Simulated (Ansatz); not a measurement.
We consider wurtzite BeO, described by r²SCAN+rVV10 (Ansatz, a first-principles code, PAW).

Settings: plane-wave cutoff 560 eV, 18×18×8 k mesh (along the axes of the cell as run), Fermi–Dirac smearing 0.01 eV, scalar-relativistic PAW data made under PBE.

Results at a series of volumes:

| V (Å³/atom) | E − E_lowest (meV/atom) | P (GPa) |
|---|---|---|
| 6.546 | 8.27 | 10.03 |
| 6.682 | 2.00 | 4.78 |
| 6.819 | 0.00 | 0.00 |
| 6.955 | 1.88 | -4.35 |
| 7.091 | 7.29 | -8.30 |

Task: Estimate the bulk modulus from the pressures at 6.682 and 6.955 Å³/atom, and compare it with a fit to all energies.

Result: B = −V dP/dV. Between V = 6.682 and 6.955 Å³/atom, dP/dV = (-4.35 − (4.78))/(6.955 − 6.682) = -33.4 GPa per Å³/atom; at the midpoint 6.819 Å³/atom this gives B ≈ 228 GPa. The third-order Birch–Murnaghan fit gives V0 = 6.819 Å³/atom, B0 = 228 GPa, B′ = 3.7, which lies within 1 % of that estimate.

Shape and atoms are relaxed at each volume.

Measured, for comparison: bulk modulus 212 GPa (room temperature, no zero-point or thermal correction, K' fixed at 4, our sources range from 212 to 224; as tabulated in High-pressure and high-temperature crystal chemistry of beryllium oxide (Scilit …). Computed (rounded) less measured: bulk modulus +8 % (+2 % to +8 % over the range). A static lattice is as a rule a little smaller and stiffer than an uncorrected measurement, which narrows the difference in the bulk modulus and would widen misses of the other sign.

Note: the bulk modulus comes from volumes at which shape and atoms were relaxed.

Computing time: about 2.1 core-minutes (a rough figure).
